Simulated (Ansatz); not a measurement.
**Ge: a line through a two-coordinate scan**

Aim: follow the energy of Ge (P6_3/mmc, No. 194; 8 atoms in the cell) along one coordinate, amplitude of mode 4 (51 cm⁻¹), with the other held at amplitude of mode 5 (51 cm⁻¹) = −0.083 Å.

Method: DFT PBEsol, scalar-relativistic, plane waves, PAW, in Ansatz 0.2.0.

2 further runs of the same task are left out: 1 that didn't finish, 1 set aside as unsound or not needed.

### 1 Starting point

The structure is hexagonal, space group P6_3/mmc (No. 194). Conventional cell: a = 3.997 Å, b = 3.997 Å, c = 6.596 Å, α = 90.00°, β = 90.00°, γ = 120.00°. Ge (site symmetry 3m) is surrounded by 4 Ge at 2.45 to 2.47 Å.

As a file:

```cif
data_structure
_symmetry_space_group_name_H-M 'P6_3/mmc'
_symmetry_Int_Tables_number 194
_cell_length_a 3.9969
_cell_length_b 3.9969
_cell_length_c 6.5963
_cell_angle_alpha 90.000
_cell_angle_beta 90.000
_cell_angle_gamma 120.000
_cell_volume 91.26
loop_
_atom_site_label
_atom_site_type_symbol
_atom_site_symmetry_multiplicity
_atom_site_Wyckoff_symbol
_atom_site_fract_x
_atom_site_fract_y
_atom_site_fract_z
_atom_site_occupancy
Ge1 Ge 4 f 0.66667 0.33333 0.06291 1
```

It goes back to an entry of the Materials Project, which need not be the stable form.

This cell was relaxed beforehand with the same method: volume 22.82 Å³/atom, gap on the mesh none (metal).

### 2 What is varied

The energy is mapped over two normal modes frozen in (zone-centre modes of the cell shown, which folds in the wave vector (0, 1/2, 0) of the primitive cell).

First coordinate, amplitude of mode 4 (51 cm⁻¹), largest displacement: 9 values from −0.330 Å. Second coordinate, amplitude of mode 5 (51 cm⁻¹), largest displacement: 9 values from −0.330 Å.

Nothing else is relaxed (the cell and all other modes fixed). Energies count from the relaxed high-symmetry cell. Points are written as (first, second).

The modes come from a phonon run on the reference cell, made beforehand.

The patterns, per unit of each coordinate (Å):

```csv
atom,x1,y1,z1,x2,y2,z2
Ge1,1.000,0.000,0.000,0.000,1.000,0.000
Ge2,1.000,0.000,0.000,0.000,1.000,0.000
Ge3,-1.000,0.000,0.000,0.000,-1.000,0.000
Ge4,-1.000,0.000,0.000,0.000,-1.000,0.000
Ge5,-1.000,0.000,0.000,0.000,-1.000,0.000
Ge6,-1.000,0.000,0.000,0.000,-1.000,0.000
Ge7,1.000,0.000,0.000,0.000,1.000,0.000
Ge8,1.000,0.000,0.000,0.000,1.000,0.000
```

### 3 Point (−0.330 Å, −0.083 Å)

Contents of input.yaml:

```yaml
crystal:
  lattice:
    - [-3.9969482473, 0.0, 0.0]
    - [0.0, 0.0, -6.5963325278]
    - [0.0, -6.9229174395, 0.0]
  atoms:
    - { symbol: Ge, position: [0.0825629905, 0.9370884642, 0.3452502745] }
    - { symbol: Ge, position: [0.5825629905, 0.9370884642, 0.8452502745] }
    - { symbol: Ge, position: [0.4174370095, 0.4370884642, 0.1547497255] }
    - { symbol: Ge, position: [0.9174370095, 0.4370884642, 0.6547497255] }
    - { symbol: Ge, position: [-0.0825629905, 0.5629115358, 0.3214163921] }
    - { symbol: Ge, position: [0.4174370095, 0.5629115358, 0.8214163921] }
    - { symbol: Ge, position: [0.5825629905, 0.0629115358, 0.1785836079] }
    - { symbol: Ge, position: [1.0825629905, 0.0629115358, 0.6785836079] }
basis:
  ecutwfc: 420
kpoints:
  mp_grid: { grid: [10, 6, 6] }
hamiltonian:
  xc: pbesol
  pseudopotentials: { kind: paw, azcp: { folder: soft_1 } }
scf:
  occupations: { method: gaussian, width: 0.15 }
output:
  forces: true
  stress: true
  eigenvalues: true
```

Command:

```console
> ansatz run input.yaml --threads 4 --pin off --max-ram 8192MiB --backend cpu --events-out ev --progress --plain --runs-dir out
```

Output, shortened:

```text
Warning: <dir> the record states the generating functional pbe (its physics header spells it `PBE`), which answers neither for hamiltonian.xc's functional nor for the pbesol family's — results may be inconsistent (PPs are generated against a specific XC)
Warning: RAYON_NUM_THREADS=4 ignored (pool sized by the plan → 4); use --threads N
[...]
Pseudopotentials: kind: paw
Pseudopotential: Ge, paw, valence charge 14, recommended cutoff 420 eV (normal), <dir>
Functional definition: PBEsol
[...]
Crystal: 8 atoms, lattice volume = 182.524 Å³
Basis set: ecut = 420 eV, 3553 PW (Γ), exchange–correlation on 54×90×96 points (8 copies of the dense FFT grid, shifted against one another)
Bands: 68, of which v1, the nominal top of the filled ones, is band 56 counted from 1 (55 counted from 0)
Symmetry: 4 space group operations
Space group: P21 (ITA 4), of the structure as read, at distance tolerance 5.7e-5 Å
k-points: 128 of 360 (time reversal used)
[...]
SCF iter   1: F=—  HF=-34027.776213 eV  |F-HF|=—  |Δ(HF+E_count)|=         —  Δρ=3.38e-2  dr2=1.65e0  ethr=3.10e-3  ⟨swp⟩=6.0  Hψ=30879  notcnv=0
[...]
SCF iter   8: F=-34027.508190 eV  HF=-34027.508190 eV  |F-HF|=5.56e-8  |Δ(HF+E_count)|=   6.00e-7  Δρ=4.13e-6  dr2=3.47e-8  ethr=8.93e-11  ⟨swp⟩=9.8  Hψ=41017  notcnv=0
[...]
SCF converged after 8 iterations
Free energy (F): -34027.508190 eV
[...]
E sigma→0 (E₀):  -34027.505824 eV
Entropy (-TS):   -0.004732 eV (-0.592 meV/atom)
Fermi energy:    8.385876 eV
[...]
--- Forces (eV/Å), atoms counted from 1 ---
  atom   1  Ge     0.28370349     0.03108300     0.39291748
  atom   2  Ge     0.28370349     0.03108300     0.39291748
  atom   3  Ge    -0.28370349    -0.03108300     0.39291748
  atom   4  Ge    -0.28370349    -0.03108300     0.39291748
  atom   5  Ge    -0.33460929    -0.12397643    -0.39291807
  atom   6  Ge    -0.33460929    -0.12397643    -0.39291807
  atom   7  Ge     0.33460929     0.12397643    -0.39291807
  atom   8  Ge     0.33460929     0.12397643    -0.39291807
[...]
--- Stress (GPa, compression-positive) ---
       -0.546898      -0.340540       0.000000
       -0.340540       0.651415       0.000000
        0.000000       0.000000      -2.641566
  P = ⅓ Tr σ = -0.8457 GPa (-8.457 kbar)
--- Band table (eV; the first three rows and the last of 128) ---
[...]
```

It took 50 s on 4 threads of Arm Neoverse V1, shared host; peak memory 1.3 GiB.

On the map this point reads 0.391 eV.

### 4 Point (−0.247 Å, −0.083 Å)

Contents of input.yaml:

```yaml
crystal:
  lattice:
    - [-3.9969482473, 0.0, 0.0]
    - [0.0, 0.0, -6.5963325278]
    - [0.0, -6.9229174395, 0.0]
  atoms:
    - { symbol: Ge, position: [0.0619222428, 0.9370884642, 0.3452502745] }
    - { symbol: Ge, position: [0.5619222428, 0.9370884642, 0.8452502745] }
    - { symbol: Ge, position: [0.4380777572, 0.4370884642, 0.1547497255] }
    - { symbol: Ge, position: [0.9380777572, 0.4370884642, 0.6547497255] }
    - { symbol: Ge, position: [-0.0619222428, 0.5629115358, 0.3214163921] }
    - { symbol: Ge, position: [0.4380777572, 0.5629115358, 0.8214163921] }
    - { symbol: Ge, position: [0.5619222428, 0.0629115358, 0.1785836079] }
    - { symbol: Ge, position: [1.0619222428, 0.0629115358, 0.6785836079] }
basis:
  ecutwfc: 420
kpoints:
  mp_grid: { grid: [10, 6, 6] }
hamiltonian:
  xc: pbesol
  pseudopotentials: { kind: paw, azcp: { folder: soft_1 } }
scf:
  occupations: { method: gaussian, width: 0.15 }
output:
  forces: true
  stress: true
  eigenvalues: true
```

Command:

```console
> ansatz run input.yaml --threads 4 --pin off --max-ram 8192MiB --backend cpu --events-out ev --progress --plain --runs-dir out
```

Output, shortened:

```text
Warning: <dir> the record states the generating functional pbe (its physics header spells it `PBE`), which answers neither for hamiltonian.xc's functional nor for the pbesol family's — results may be inconsistent (PPs are generated against a specific XC)
Warning: RAYON_NUM_THREADS=4 ignored (pool sized by the plan → 4); use --threads N
[...]
Pseudopotentials: kind: paw
Pseudopotential: Ge, paw, valence charge 14, recommended cutoff 420 eV (normal), <dir>
Functional definition: PBEsol
[...]
Crystal: 8 atoms, lattice volume = 182.524 Å³
Basis set: ecut = 420 eV, 3553 PW (Γ), exchange–correlation on 54×90×96 points (8 copies of the dense FFT grid, shifted against one another)
Bands: 68, of which v1, the nominal top of the filled ones, is band 56 counted from 1 (55 counted from 0)
Symmetry: 4 space group operations
Space group: P21 (ITA 4), of the structure as read, at distance tolerance 5.7e-5 Å
k-points: 128 of 360 (time reversal used)
[...]
SCF iter   1: F=—  HF=-34027.958393 eV  |F-HF|=—  |Δ(HF+E_count)|=         —  Δρ=3.44e-2  dr2=1.71e0  ethr=3.10e-3  ⟨swp⟩=6.1  Hψ=30990  notcnv=0
[...]
SCF iter  10: F=-34027.681804 eV  HF=-34027.681804 eV  |F-HF|=1.57e-8  |Δ(HF+E_count)|=   1.77e-8  Δρ=3.78e-6  dr2=3.70e-8  ethr=8.93e-11  ⟨swp⟩=9.7  Hψ=35486  notcnv=0
[...]
SCF converged after 10 iterations
Free energy (F): -34027.681804 eV
[...]
E sigma→0 (E₀):  -34027.680010 eV
Entropy (-TS):   -0.003588 eV (-0.448 meV/atom)
Fermi energy:    8.387246 eV
[...]
--- Forces (eV/Å), atoms counted from 1 ---
  atom   1  Ge     0.19741807     0.04603706     0.26490731
  atom   2  Ge     0.19741807     0.04603706     0.26490731
  atom   3  Ge    -0.19741807    -0.04603706     0.26490731
  atom   4  Ge    -0.19741807    -0.04603706     0.26490731
  atom   5  Ge    -0.23734919    -0.09918237    -0.26490845
  atom   6  Ge    -0.23734919    -0.09918237    -0.26490845
  atom   7  Ge     0.23734919     0.09918237    -0.26490845
  atom   8  Ge     0.23734919     0.09918237    -0.26490845
[...]
--- Stress (GPa, compression-positive) ---
       -0.274749      -0.257821       0.000000
       -0.257821       0.377617       0.000000
        0.000000       0.000000      -1.833767
  P = ⅓ Tr σ = -0.5770 GPa (-5.770 kbar)
--- Band table (eV; the first three rows and the last of 128) ---
[...]
```

Run time: 55 s. Hardware: 4 threads of Arm Neoverse V1, shared host; peak memory 1.3 GiB.

That is 0.217 eV from the zero.

### 5 Grid point (−0.165 Å, −0.083 Å)

Contents of input.yaml:

```yaml
crystal:
  lattice:
    - [-3.9969482473, 0.0, 0.0]
    - [0.0, 0.0, -6.5963325278]
    - [0.0, -6.9229174395, 0.0]
  atoms:
    - { symbol: Ge, position: [0.0412814952, 0.9370884642, 0.3452502745] }
    - { symbol: Ge, position: [0.5412814952, 0.9370884642, 0.8452502745] }
    - { symbol: Ge, position: [0.4587185048, 0.4370884642, 0.1547497255] }
    - { symbol: Ge, position: [0.9587185048, 0.4370884642, 0.6547497255] }
    - { symbol: Ge, position: [-0.0412814952, 0.5629115358, 0.3214163921] }
    - { symbol: Ge, position: [0.4587185048, 0.5629115358, 0.8214163921] }
    - { symbol: Ge, position: [0.5412814952, 0.0629115358, 0.1785836079] }
    - { symbol: Ge, position: [1.0412814952, 0.0629115358, 0.6785836079] }
basis:
  ecutwfc: 420
kpoints:
  mp_grid: { grid: [10, 6, 6] }
hamiltonian:
  xc: pbesol
  pseudopotentials: { kind: paw, azcp: { folder: soft_1 } }
scf:
  occupations: { method: gaussian, width: 0.15 }
output:
  forces: true
  stress: true
  eigenvalues: true
```

Command:

```console
> ansatz run input.yaml --threads 4 --pin off --max-ram 8192MiB --backend cpu --events-out ev --progress --plain --runs-dir out
```

Output, shortened:

```text
Warning: <dir> the record states the generating functional pbe (its physics header spells it `PBE`), which answers neither for hamiltonian.xc's functional nor for the pbesol family's — results may be inconsistent (PPs are generated against a specific XC)
Warning: RAYON_NUM_THREADS=4 ignored (pool sized by the plan → 4); use --threads N
[...]
Pseudopotentials: kind: paw
Pseudopotential: Ge, paw, valence charge 14, recommended cutoff 420 eV (normal), <dir>
Functional definition: PBEsol
[...]
Crystal: 8 atoms, lattice volume = 182.524 Å³
Basis set: ecut = 420 eV, 3553 PW (Γ), exchange–correlation on 54×90×96 points (8 copies of the dense FFT grid, shifted against one another)
Bands: 68, of which v1, the nominal top of the filled ones, is band 56 counted from 1 (55 counted from 0)
Symmetry: 4 space group operations
Space group: P21 (ITA 4), of the structure as read, at distance tolerance 5.7e-5 Å
k-points: 128 of 360 (time reversal used)
[...]
SCF iter   1: F=—  HF=-34028.079426 eV  |F-HF|=—  |Δ(HF+E_count)|=         —  Δρ=3.49e-2  dr2=1.76e0  ethr=3.10e-3  ⟨swp⟩=6.3  Hψ=31149  notcnv=0
[...]
SCF iter  10: F=-34027.796728 eV  HF=-34027.796728 eV  |F-HF|=1.71e-8  |Δ(HF+E_count)|=   1.95e-7  Δρ=3.99e-6  dr2=3.15e-8  ethr=8.93e-11  ⟨swp⟩=4.2  Hψ=29698  notcnv=0
[...]
SCF converged after 10 iterations
Free energy (F): -34027.796728 eV
[...]
E sigma→0 (E₀):  -34027.795431 eV
Entropy (-TS):   -0.002592 eV (-0.324 meV/atom)
Fermi energy:    8.383246 eV
[...]
--- Forces (eV/Å), atoms counted from 1 ---
  atom   1  Ge     0.11915411     0.05627812     0.14526492
  atom   2  Ge     0.11915411     0.05627812     0.14526492
  atom   3  Ge    -0.11915411    -0.05627812     0.14526492
  atom   4  Ge    -0.11915411    -0.05627812     0.14526492
  atom   5  Ge    -0.14638772    -0.07693145    -0.14526448
  atom   6  Ge    -0.14638772    -0.07693145    -0.14526448
  atom   7  Ge     0.14638772     0.07693145    -0.14526448
  atom   8  Ge     0.14638772     0.07693145    -0.14526448
[...]
--- Stress (GPa, compression-positive) ---
       -0.081029      -0.169580       0.000000
       -0.169580       0.152059       0.000000
        0.000000       0.000000      -1.044951
  P = ⅓ Tr σ = -0.3246 GPa (-3.246 kbar)
--- Band table (eV; the first three rows and the last of 128) ---
[...]
```

Wall time 60 s (4 threads of Arm Neoverse V1, shared host); peak memory 1.3 GiB.

Energy on the map's scale: 0.103 eV.

### 6 Point (−0.083 Å, −0.083 Å)

Contents of input.yaml:

```yaml
crystal:
  lattice:
    - [-3.9969482473, 0.0, 0.0]
    - [0.0, 0.0, -6.5963325278]
    - [0.0, -6.9229174395, 0.0]
  atoms:
    - { symbol: Ge, position: [0.0206407476, 0.9370884642, 0.3452502745] }
    - { symbol: Ge, position: [0.5206407476, 0.9370884642, 0.8452502745] }
    - { symbol: Ge, position: [0.4793592524, 0.4370884642, 0.1547497255] }
    - { symbol: Ge, position: [0.9793592524, 0.4370884642, 0.6547497255] }
    - { symbol: Ge, position: [-0.0206407476, 0.5629115358, 0.3214163921] }
    - { symbol: Ge, position: [0.4793592524, 0.5629115358, 0.8214163921] }
    - { symbol: Ge, position: [0.5206407476, 0.0629115358, 0.1785836079] }
    - { symbol: Ge, position: [1.0206407476, 0.0629115358, 0.6785836079] }
basis:
  ecutwfc: 420
kpoints:
  mp_grid: { grid: [10, 6, 6] }
hamiltonian:
  xc: pbesol
  pseudopotentials: { kind: paw, azcp: { folder: soft_1 } }
scf:
  occupations: { method: gaussian, width: 0.15 }
output:
  forces: true
  stress: true
  eigenvalues: true
```

Command:

```console
> ansatz run input.yaml --threads 4 --pin off --max-ram 8192MiB --backend cpu --events-out ev --progress --plain --runs-dir out
```

Output, shortened:

```text
Warning: <dir> the record states the generating functional pbe (its physics header spells it `PBE`), which answers neither for hamiltonian.xc's functional nor for the pbesol family's — results may be inconsistent (PPs are generated against a specific XC)
Warning: RAYON_NUM_THREADS=4 ignored (pool sized by the plan → 4); use --threads N
[...]
Pseudopotentials: kind: paw
Pseudopotential: Ge, paw, valence charge 14, recommended cutoff 420 eV (normal), <dir>
Functional definition: PBEsol
[...]
Crystal: 8 atoms, lattice volume = 182.524 Å³
Basis set: ecut = 420 eV, 3553 PW (Γ), exchange–correlation on 54×90×96 points (8 copies of the dense FFT grid, shifted against one another)
Bands: 68, of which v1, the nominal top of the filled ones, is band 56 counted from 1 (55 counted from 0)
Symmetry: 4 space group operations
Space group: P21 (ITA 4), of the structure as read, at distance tolerance 5.7e-5 Å
k-points: 128 of 360 (time reversal used)
[...]
SCF iter   1: F=—  HF=-34028.146449 eV  |F-HF|=—  |Δ(HF+E_count)|=         —  Δρ=3.51e-2  dr2=1.79e0  ethr=3.10e-3  ⟨swp⟩=6.2  Hψ=30904  notcnv=0
[...]
SCF iter   8: F=-34027.860010 eV  HF=-34027.860010 eV  |F-HF|=5.84e-8  |Δ(HF+E_count)|=   4.68e-7  Δρ=3.04e-6  dr2=2.08e-8  ethr=8.93e-11  ⟨swp⟩=9.7  Hψ=40179  notcnv=0
[...]
SCF converged after 8 iterations
Free energy (F): -34027.860010 eV
[...]
E sigma→0 (E₀):  -34027.858747 eV
Entropy (-TS):   -0.002525 eV (-0.316 meV/atom)
Fermi energy:    8.383593 eV
[...]
--- Forces (eV/Å), atoms counted from 1 ---
  atom   1  Ge     0.05431230     0.06165545     0.05959470
  atom   2  Ge     0.05431230     0.06165545     0.05959470
  atom   3  Ge    -0.05431230    -0.06165545     0.05959470
  atom   4  Ge    -0.05431230    -0.06165545     0.05959470
  atom   5  Ge    -0.06819430    -0.06162574    -0.05959234
  atom   6  Ge    -0.06819430    -0.06162574    -0.05959234
  atom   7  Ge     0.06819430     0.06162574    -0.05959234
  atom   8  Ge     0.06819430     0.06162574    -0.05959234
[...]
--- Stress (GPa, compression-positive) ---
        0.032792      -0.082833       0.000000
       -0.082833       0.012693       0.000000
        0.000000       0.000000      -0.467683
  P = ⅓ Tr σ = -0.1407 GPa (-1.407 kbar)
--- Band table (eV; the first three rows and the last of 128) ---
[...]
```

Run time: 46 s. Hardware: 4 threads of Arm Neoverse V1, shared host; peak memory 1.3 GiB.

Energy on the map's scale: 0.039 eV.

### 7 Grid point (0.000 Å, −0.083 Å)

Contents of input.yaml:

```yaml
crystal:
  lattice:
    - [-3.9969482473, 0.0, 0.0]
    - [0.0, 0.0, -6.5963325278]
    - [0.0, -6.9229174395, 0.0]
  atoms:
    - { symbol: Ge, position: [0.0, 0.9370884642, 0.3452502745] }
    - { symbol: Ge, position: [0.5, 0.9370884642, 0.8452502745] }
    - { symbol: Ge, position: [0.5, 0.4370884642, 0.1547497255] }
    - { symbol: Ge, position: [1.0, 0.4370884642, 0.6547497255] }
    - { symbol: Ge, position: [0.0, 0.5629115358, 0.3214163921] }
    - { symbol: Ge, position: [0.5, 0.5629115358, 0.8214163921] }
    - { symbol: Ge, position: [0.5, 0.0629115358, 0.1785836079] }
    - { symbol: Ge, position: [1.0, 0.0629115358, 0.6785836079] }
basis:
  ecutwfc: 420
kpoints:
  mp_grid: { grid: [10, 6, 6] }
hamiltonian:
  xc: pbesol
  pseudopotentials: { kind: paw, azcp: { folder: soft_1 } }
scf:
  occupations: { method: gaussian, width: 0.15 }
output:
  forces: true
  stress: true
  eigenvalues: true
```

Command:

```console
> ansatz run input.yaml --threads 4 --pin off --max-ram 8192MiB --backend cpu --events-out ev --progress --plain --runs-dir out
```

Output, shortened:

```text
Warning: <dir> the record states the generating functional pbe (its physics header spells it `PBE`), which answers neither for hamiltonian.xc's functional nor for the pbesol family's — results may be inconsistent (PPs are generated against a specific XC)
Warning: RAYON_NUM_THREADS=4 ignored (pool sized by the plan → 4); use --threads N
[...]
Pseudopotentials: kind: paw
Pseudopotential: Ge, paw, valence charge 14, recommended cutoff 420 eV (normal), <dir>
Functional definition: PBEsol
[...]
Crystal: 8 atoms, lattice volume = 182.524 Å³
Basis set: ecut = 420 eV, 3553 PW (Γ), exchange–correlation on 54×90×96 points (8 copies of the dense FFT grid, shifted against one another)
Bands: 68, of which v1, the nominal top of the filled ones, is band 56 counted from 1 (55 counted from 0)
Symmetry: 8 space group operations
Space group: Cmc21 (ITA 36), of the structure as read, at distance tolerance 5.7e-5 Å
k-points: 96 of 360 (time reversal used)
[...]
SCF iter   1: F=—  HF=-34028.167706 eV  |F-HF|=—  |Δ(HF+E_count)|=         —  Δρ=3.52e-2  dr2=1.80e0  ethr=3.10e-3  ⟨swp⟩=6.3  Hψ=23188  notcnv=0
[...]
SCF iter  10: F=-34027.879900 eV  HF=-34027.879900 eV  |F-HF|=1.90e-8  |Δ(HF+E_count)|=   2.03e-7  Δρ=3.93e-6  dr2=3.28e-8  ethr=8.93e-11  ⟨swp⟩=4.4  Hψ=23150  notcnv=0
[...]
SCF converged after 10 iterations
Free energy (F): -34027.879900 eV
[...]
E sigma→0 (E₀):  -34027.878547 eV
Entropy (-TS):   -0.002705 eV (-0.338 meV/atom)
Fermi energy:    8.384783 eV
[...]
--- Forces (eV/Å), atoms counted from 1 ---
  atom   1  Ge     0.00000000     0.06302095     0.02864359
  atom   2  Ge     0.00000000     0.06302095     0.02864359
  atom   3  Ge    -0.00000000    -0.06302095     0.02864359
  atom   4  Ge    -0.00000000    -0.06302095     0.02864359
  atom   5  Ge     0.00000000    -0.05640677    -0.02864316
  atom   6  Ge     0.00000000    -0.05640677    -0.02864316
  atom   7  Ge     0.00000000     0.05640677    -0.02864316
  atom   8  Ge     0.00000000     0.05640677    -0.02864316
[...]
--- Stress (GPa, compression-positive) ---
        0.070225       0.000000       0.000000
        0.000000      -0.030834       0.000000
        0.000000       0.000000      -0.256844
  P = ⅓ Tr σ = -0.0725 GPa (-0.725 kbar)
--- Band table (eV; the first three rows and the last of 96) ---
[...]
```

It took 46 s on 4 threads of Arm Neoverse V1, shared host; peak memory 1.1 GiB.

Energy on the map's scale: 0.019 eV.

### 8 What came out

| amplitude of mode 4 (51 cm⁻¹), largest displacement (Å) | step | energy (eV) | slope (eV per Å) | pressure (GPa) | band gap on the k-mesh (eV) | largest force on an atom (eV/Å) |
| --- | --- | --- | --- | --- | --- | --- |
| −0.330 | 3 | 0.391 | −2.47 | −0.85 | 0.000 | 0.53 |
| −0.247 | 4 | 0.217 | −1.74 | −0.58 | 0.048 | 0.37 |
| −0.165 | 5 | 0.103 | −1.06 | −0.33 | 0.100 | 0.22 |
| −0.083 | 6 | 0.039 | −0.49 | −0.14 | 0.127 | 0.11 |
| 0.000 | 7 | 0.019 | 0.00 | −0.07 | 0.089 | 0.07 |
| 0.083 | – | 0.039 | 0.49 | −0.14 | 0.127 | 0.11 |
| 0.165 | – | 0.103 | 1.06 | −0.33 | 0.100 | 0.22 |
| 0.247 | – | 0.217 | 1.74 | −0.58 | 0.048 | 0.37 |
| 0.330 | – | 0.391 | 2.47 | −0.85 | 0.000 | 0.53 |

Energies count from the relaxed high-symmetry cell. Rows without a step come from runs not printed here or follow by symmetry. Slopes come from the forces (and the stress, where the cell changes), not from differences of energies.

**Reading.** Along the line the energy is lowest at 0.000 Å, 0.019 eV from the zero. Energies and slopes round the minimum, fitted together, put the minimum at 0.0000 Å, with a curvature of about 5.7 eV per Å². The highest point computed, at −0.330 Å, lies 0.372 eV above the lowest. The gap on the mesh reads zero on part of the line; semilocal functionals close small gaps early. This is one cut through a surface in two coordinates; the map's lowest point lies off it. The gap on the mesh closes on part of the grid.
